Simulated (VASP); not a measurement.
**MgO in VASP: one cell, several levels of theory, part 1 of 2**

MgO built on the rocksalt prototype, under +1.0 % equal strain in all directions is computed at one geometry. Runs: PBE, r2SCAN. The results are then set beside those of Ansatz 0.2.0 for the same cell.

The runs shown are made with VASP 6.6.1. PAW datasets, plane waves. (Simulation; spin polarisation is off.)

## (1) Starting point

The cell comes from an earlier relaxation with r2SCAN in another program.

Space group Fm-3m (No. 225), cubic; conventional cell a = 4.246 Å, 9.57 Å³ an atom. Mg has 6 O at 2.12 Å; O has 6 Mg at 2.12 Å.

Coordinates:

Space group Fm-3m (No. 225). a = 4.246 Å, b = 4.246 Å, c = 4.246 Å, α = 90.00°, β = 90.00°, γ = 90.00°
| atom | site | symmetry | x | y | z |
| --- | --- | --- | --- | --- | --- |
| Mg | 4a | m-3m | 0.0000 | 0.0000 | 0.0000 |
| O | 4b | m-3m | 0.5000 | 0.0000 | 0.0000 |

## (2) PBE

Input file INCAR:

```
ENCUT = 520.000000
SIGMA = 0.020000
EDIFF = 1.00e-07
GGA = PE
PREC = Accurate
IBRION = -1
ISIF = 2
ISMEAR = -1
NBANDS = 11
NELM = 120
NSW = 0
LASPH = .TRUE.
LCHARG = .FALSE.
LWAVE = .FALSE.
LREAL = .FALSE.
```

Input file KPOINTS:

```
KPOINTS created by Atomic Simulation Environment
0
Gamma
10 10 10
0 0 0
```

Input file KPOINTS_OPT:

```
special points
6
Reciprocal
0.0000000000 0.0000000000 0.0000000000 1
0.5000000000 0.0000000000 0.5000000000 1
0.6250000000 0.2500000000 0.6250000000 1
0.3750000000 0.3750000000 0.7500000000 1
0.5000000000 0.5000000000 0.5000000000 1
0.5000000000 0.2500000000 0.7500000000 1
```

Input file POSCAR:

```
Mg O
 1.0000000000000000
     0.0000000000000000    2.1231890895999999    2.1231890895999999
     2.1231890895999999    0.0000000000000000    2.1231890895999999
     2.1231890895999999    2.1231890895999999    0.0000000000000000
 Mg  O
   1   1
Cartesian
  0.0000000000000000  0.0000000000000000  0.0000000000000000
  2.1231890895999994  2.1231890895999994  2.1231890895999994
```

Potentials: the recommended PBE PAW datasets, 8 valence electrons in the neutral cell.

Command:

```sh
> mpirun -np 1 vasp_std
```

Standard output, without the iteration lines:

```text
POSCAR found type information on POSCAR MgO
 POSCAR found :  2 types and       2 ions
 LDA part: xc-table for (Slater+PW92), standard interpolation
 POSCAR, INCAR and KPOINTS ok, starting setup
 FFT: planning ... GRIDC
 FFT: planning ... GRID_SOFT
 FFT: planning ... GRID
 WAVECAR not read
 entering main loop
 Start KPOINTS_OPT (optional k-point list driver)
k-point batch [1-6\6]
```

OSZICAR:

```text
N       E                     dE             d eps       ncg     rms          rms(c)
DAV:   1     0.120086561543E+02    0.12009E+02   -0.46464E+03  1194   0.650E+02
DAV:   2    -0.129729780937E+02   -0.24982E+02   -0.24368E+02  1191   0.133E+02
DAV:   3    -0.134677148846E+02   -0.49474E+00   -0.49433E+00  1269   0.160E+01
DAV:   4    -0.134688813883E+02   -0.11665E-02   -0.11665E-02  1133   0.881E-01
DAV:   5    -0.134688852439E+02   -0.38557E-05   -0.38557E-05  1214   0.497E-02    0.720E+00
DAV:   6    -0.119308624622E+02    0.15380E+01   -0.89600E+00  1070   0.163E+01    0.226E+00
DAV:   7    -0.119177346259E+02    0.13128E-01   -0.58655E-02  1124   0.215E+00    0.135E+00
DAV:   8    -0.119121836487E+02    0.55510E-02   -0.29340E-02  1079   0.191E+00    0.245E-01
DAV:   9    -0.119117946499E+02    0.38900E-03   -0.57224E-04  1160   0.168E-01    0.138E-01
DAV:  10    -0.119117793872E+02    0.15263E-04   -0.49987E-04  1136   0.167E-01    0.795E-03
DAV:  11    -0.119117814916E+02   -0.21044E-05   -0.28855E-06  1205   0.136E-02    0.578E-03
DAV:  12    -0.119117813560E+02    0.13558E-06   -0.64978E-07  1148   0.606E-03    0.560E-04
DAV:  13    -0.119117813485E+02    0.75840E-08   -0.58765E-08   595   0.138E-03
   1 F= -.11911781E+02 E0= -.11911781E+02  d E =-.227807E-10
       N       E                     dE             ncg
DAV:   1     0.544264695598E+03   -0.17866E+04      132
DAV:   2     0.361941063074E+03   -0.18232E+03      150
DAV:   3     0.357757108719E+03   -0.41840E+01      170
DAV:   4     0.357746379693E+03   -0.10729E-01      138
DAV:   5     0.357746344273E+03   -0.35419E-04      162
DAV:   6     0.357746344116E+03   -0.15781E-06      141
DAV:   7     0.357746344115E+03   -0.74044E-09      146
```

The lines after F= are the extra pass for the points of KPOINTS_OPT, at fixed density; their E is not a total energy.

Parts of OUTCAR:

```text
k-points           NKPTS =     47   k-points in BZ     NKDIM =     47   number of bands    NBANDS=     11

   NELECT =       8.0000    total number of electrons

   dimension x,y,z NGX =    24 NGY =   24 NGZ =   24
   dimension x,y,z NGXF=    48 NGYF=   48 NGZF=   48

  energy-cutoff  :      520.00
  volume of cell :       19.14
      direct lattice vectors                 reciprocal lattice vectors
     0.000000000  2.123189090  2.123189090    -0.235494805  0.235494805  0.235494805
     2.123189090  0.000000000  2.123189090     0.235494805 -0.235494805  0.235494805
     2.123189090  2.123189090  0.000000000     0.235494805  0.235494805 -0.235494805

 k-points in reciprocal lattice and weights: KPOINTS created by Atomic Simulation Env
   0.00000000  0.00000000  0.00000000       0.001
   0.10000000  0.00000000  0.00000000       0.008
   0.20000000  0.00000000  0.00000000       0.008
   0.30000000  0.00000000  0.00000000       0.008
   0.40000000  0.00000000  0.00000000       0.008
   0.50000000  0.00000000  0.00000000       0.004
   0.10000000  0.10000000  0.00000000       0.006
   0.20000000  0.10000000  0.00000000       0.024
[... 39 more k-points ...]

 E-fermi :   3.3804

 k-point     1 :       0.0000    0.0000    0.0000
  band No.  band energies     occupation
      1     -14.1339      2.00000
      2       3.0065      2.00000
      3       3.0065      2.00000
      4       3.0065      2.00000
      5       7.4998      0.00000
      6      18.6682      0.00000
      7      18.6682      0.00000
      8      18.6682      0.00000
      9      22.5214      0.00000
     10      24.2675      0.00000
     11      24.2675      0.00000

 k-point     2 :       0.1000    0.0000    0.0000
  band No.  band energies     occupation
      1     -14.0326      2.00000
      2       2.3592      2.00000
      3       2.9418      2.00000
      4       2.9418      2.00000
      5       8.1313      0.00000
      6      17.4254      0.00000
      7      18.8989      0.00000
      8      18.8989      0.00000
      9      23.5034      0.00000
     10      23.5034      0.00000
     11      24.1310      0.00000

 k-point     3 :       0.2000    0.0000    0.0000
  band No.  band energies     occupation
      1     -13.7545      2.00000
      2       1.0624      2.00000
      3       2.7778      2.00000
      4       2.7778      2.00000
      5       9.3300      0.00000
      6      15.9062      0.00000
      7      19.3514      0.00000
      8      19.3514      0.00000
      9      22.8059      0.00000
     10      22.8059      0.00000
     11      24.8810      0.00000

 k-point     4 :       0.3000    0.0000    0.0000
  band No.  band energies     occupation
      1     -13.3805      2.00000
      2      -0.2242      2.00000
      3       2.5848      2.00000
      4       2.5848      2.00000
      5      10.2894      0.00000
      6      15.1735      0.00000
      7      19.4226      0.00000
      8      19.4226      0.00000
      9      23.2575      0.00000
     10      23.2575      0.00000
     11      24.2614      0.00000

 k-point     5 :       0.4000    0.0000    0.0000
  band No.  band energies     occupation
      1     -13.0466      2.00000
      2      -1.1593      2.00000
      3       2.4356      2.00000
      4       2.4356      2.00000
      5      10.6845      0.00000
      6      15.1978      0.00000
      7      19.1853      0.00000
      8      19.1853      0.00000
      9      23.7239      0.00000
     10      24.4906      0.00000
     11      24.4906      0.00000

 k-point     6 :       0.5000    0.0000    0.0000
  band No.  band energies     occupation
      1     -12.9099      2.00000
      2      -1.5041      2.00000
      3       2.3801      2.00000
      4       2.3801      2.00000
      5      10.7498      0.00000
      6      15.3378      0.00000
      7      19.0671      0.00000
      8      19.0671      0.00000
      9      23.5337      0.00000
     10      25.2025      0.00000
     11      25.2025      0.00000

 k-point     7 :       0.1000    0.1000    0.0000
  band No.  band energies     occupation
      1     -13.9999      2.00000
      2       2.2921      2.00000
      3       2.8580      2.00000
      4       2.8580      2.00000
      5       8.3335      0.00000
      6      17.0736      0.00000
      7      18.9843      0.00000
      8      18.9843      0.00000
      9      22.2598      0.00000
     10      24.5703      0.00000
     11      24.7799      0.00000

 k-point     8 :       0.2000    0.1000    0.0000
  band No.  band energies     occupation
      1     -13.7830      2.00000
      2       1.3384      2.00000
      3       2.6821      2.00000
      4       2.7071      2.00000
      5       9.3335      0.00000
      6      15.8317      0.00000
      7      19.2959      0.00000
      8      19.3727      0.00000
      9      21.1896      0.00000
     10      24.3331      0.00000
     11      26.1305      0.00000

 k-point     9 :       0.3000    0.1000    0.0000
  band No.  band energies     occupation
      1     -13.4432      2.00000
      2       0.1591      2.00000
      3       2.4744      2.00000
      4       2.4885      2.00000
      5      10.4166      0.00000
      6      15.0054      0.00000
      7      18.9239      0.00000
      8      19.5962      0.00000
      9      21.5750      0.00000
     10      24.4120      0.00000
     11      25.7673      0.00000

 k-point    10 :       0.4000    0.1000    0.0000
  band No.  band energies     occupation
      1     -13.0953      2.00000
      2      -0.8217      2.00000
      3       2.2259      2.00000
      4       2.3485      2.00000
      5      11.0361      0.00000
      6      14.9534      0.00000
      7      18.3226      0.00000
      8      19.4743      0.00000
      9      22.8003      0.00000
     10      25.1716      0.00000
     11      25.3204      0.00000

 k-point    11 :       0.5000    0.1000    0.0000
  band No.  band energies     occupation
      1     -12.8895      2.00000
      2      -1.3334      2.00000
      3       2.0530      2.00000
      4       2.3081      2.00000
      5      11.2006      0.00000
      6      15.2203      0.00000
      7      18.0280      0.00000
      8      19.3162      0.00000
      9      23.8925      0.00000
     10      25.1581      0.00000
     11      25.5125      0.00000

 k-point    12 :      -0.4000    0.1000    0.0000
  band No.  band energies     occupation
      1     -12.9337      2.00000
      2      -1.2229      2.00000
      3       2.0130      2.00000
      4       2.3800      2.00000
      5      11.1884      0.00000
      6      15.1748      0.00000
      7      18.0809      0.00000
      8      19.3627      0.00000
      9      24.4179      0.00000
     10      24.4454      0.00000
     11      25.1806      0.00000

 k-point    13 :      -0.3000    0.1000    0.0000
  band No.  band energies     occupation
      1     -13.2032      2.00000
      2      -0.5277      2.00000
      3       2.1235      2.00000
      4       2.5418      2.00000
      5      10.9105      0.00000
      6      14.9704      0.00000
      7      18.4361      0.00000
      8      19.6731      0.00000
      9      22.6764      0.00000
     10      24.2421      0.00000
     11      25.4322      0.00000

 k-point    14 :      -0.2000    0.1000    0.0000
  band No.  band energies     occupation
      1     -13.5643      2.00000
      2       0.5397      2.00000
      3       2.3651      2.00000
      4       2.7388      2.00000
      5      10.0797      0.00000
      6      15.3129      0.00000
      7      18.8773      0.00000
      8      19.9198      0.00000
      9      21.5409      0.00000
     10      23.6708      0.00000
     11      25.9135      0.00000

 k-point    15 :      -0.1000    0.1000    0.0000
  band No.  band energies     occupation
      1     -13.8732      2.00000
      2       1.6510      2.00000
      3       2.6837      2.00000
      4       2.8948      2.00000
      5       8.9297      0.00000
      6      16.3583      0.00000
      7      19.0253      0.00000
      8      19.3275      0.00000
      9      22.1420      0.00000
     10      23.6020      0.00000
     11      25.5710      0.00000

 k-point    16 :       0.2000    0.2000    0.0000
  band No.  band energies     occupation
      1     -13.6420      2.00000
      2       1.0130      2.00000
      3       2.4963      2.00000
      4       2.4963      2.00000
      5       9.9778      0.00000
      6      14.9766      0.00000
      7      19.4745      0.00000
      8      19.7608      0.00000
      9      19.7608      0.00000
     10      25.4633      0.00000
     11      28.7621      0.00000

[... the tables of k-points 17 to 47 left out ...]

  Total        0.0070184      0.0070184      0.0070184     -0.0000000      0.0000000     -0.0000000
  in kB        0.5874279      0.5874279      0.5874279     -0.0000000      0.0000000     -0.0000000
  external PRESSURE =       0.5874279 kB  Pullay stress =       0.0000000 kB

 POSITION                                       TOTAL-FORCE (eV/Angst)
 -----------------------------------------------------------------------------------
      0.00000      0.00000      0.00000         0.000000      0.000000      0.000000
      2.12319      2.12319      2.12319        -0.000000     -0.000000     -0.000000
 -----------------------------------------------------------------------------------
    total drift:                               -0.000000     -0.000000      0.000000

  FREE ENERGIE OF THE ION-ELECTRON SYSTEM (eV)
  ---------------------------------------------------
  free  energy   TOTEN  =       -11.9117813485 eV

  energy  without entropy=      -11.9117813484  energy(sigma->0) =      -11.91178135
```

Hardware: 1 MPI rank of Intel Xeon Platinum 8488C, shared host.

The levels at the points of KPOINTS_OPT are read from vasprun.xml.

Band energies at the special points (eV, zero at the top of v, the last band that the electrons fill by count):

| point | v−1 | v | c | c+1 |
| --- | --- | --- | --- | --- |
| Γ | 0.00 | 0.00 | 4.49 | 15.66 |
| X | -1.31 | -1.31 | 9.09 | 9.71 |
| U | -2.64 | -1.11 | 9.97 | 11.50 |
| K | -2.64 | -1.11 | 9.97 | 11.50 |
| L | -0.63 | -0.63 | 7.74 | 12.33 |
| W | -2.88 | -1.73 | 11.48 | 11.48 |

PBE gives a direct gap of 4.49 eV at Γ. Pressure: 0.06 GPa; the forces vanish within 0.01 eV/Å.

(Continued in part 2 of 2.)
